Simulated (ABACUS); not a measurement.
The system is Re.

```
CELL_PARAMETERS angstrom
2.76080 0.00000 0.00000
-1.38040 2.39092 0.00000
0.00000 0.00000 4.45820
ATOMIC_POSITIONS crystal
Re 0.66667 0.33333 0.75000
Re 0.33333 0.66667 0.25000
```

| Property | Result |
| --- | --- |
| Program | ABACUS 3.10.1 |
| Task | relaxation of cell and atoms |
| Functional | BLYP |
| Potentials or basis | GBRV ultrasoft 1.5 PBE |
| Cutoff | 544 eV |
| Density cutoff | 4354 eV |
| Basis | plane waves |
| k mesh | 9 × 9 × 5 |
| Occupations | fermi-dirac, width 0.05 eV |
| Spin | no spin polarisation |

At the start: pressure 19.4 GPa; volume 14.71 Å³/atom.

Where does the relaxation end?

Over 26 steps the energy falls by 49.9 meV/atom and the volume is 15.52 Å³/atom (+5.5 %); space group P6_3/mmc (No. 194, to 0.05 Å).

The path:
| step | energy change (eV) | largest force (eV/Å) | pressure (GPa) | volume (Å³) |
| --- | --- | --- | --- | --- |
| 1 | 0.0000 | 0.0000 | 19.39 | 29.43 |
| 2 | -0.0737 | 0.0000 | 9.00 | 30.22 |
| 3 | -0.0957 | 0.0000 | -4.23 | 31.44 |
| 4 | -0.0967 | 0.0000 | -3.75 | 31.39 |
| 5 | -0.0983 | 0.0000 | -2.80 | 31.30 |
| 6 | -0.0995 | 0.0000 | -1.55 | 31.18 |
| 7 | -0.0997 | 0.0000 | -0.12 | 31.04 |
| 8 | -0.0988 | 0.0000 | 1.31 | 30.90 |
| 9 | -0.0988 | 0.0000 | 1.27 | 30.90 |
| 10 | -0.0989 | 0.0000 | 1.20 | 30.91 |
| 11 | -0.0990 | 0.0000 | 1.08 | 30.92 |
| 12 | -0.0992 | 0.0000 | 0.94 | 30.94 |
| 13 | -0.0993 | 0.0000 | 0.76 | 30.95 |
| 14 | -0.0994 | 0.0000 | 0.57 | 30.97 |
| 15 | -0.0996 | 0.0000 | 0.36 | 30.99 |
| 16 | -0.0996 | 0.0000 | 0.11 | 31.01 |
| 17 | -0.0997 | 0.0000 | -0.16 | 31.04 |
| 18 | -0.0997 | 0.0000 | -0.16 | 31.04 |
| 19 | -0.0997 | 0.0000 | -0.16 | 31.04 |
| 20 | -0.0997 | 0.0000 | -0.15 | 31.04 |
| 21 | -0.0997 | 0.0000 | -0.14 | 31.04 |
| 22 | -0.0997 | 0.0000 | -0.14 | 31.04 |
| 23 | -0.0997 | 0.0000 | -0.13 | 31.04 |
| 24 | -0.0997 | 0.0000 | -0.11 | 31.04 |
| 25 | -0.0997 | 0.0000 | -0.10 | 31.03 |
| 26 | -0.0997 | 0.0000 | -0.08 | 31.03 |

Final structure:
```xyz
2
Lattice="2.8156 0.0000 0.0000 -1.4078 2.4384 0.0000 0.0000 0.0000 4.5201" Properties=species:S:1:pos:R:3 pbc="T T T"
Re    1.4078    0.8128    3.3901
Re    0.0000    1.6256    1.1300
```

Caveat: the potentials were made for another functional, which shifts forces and pressure.
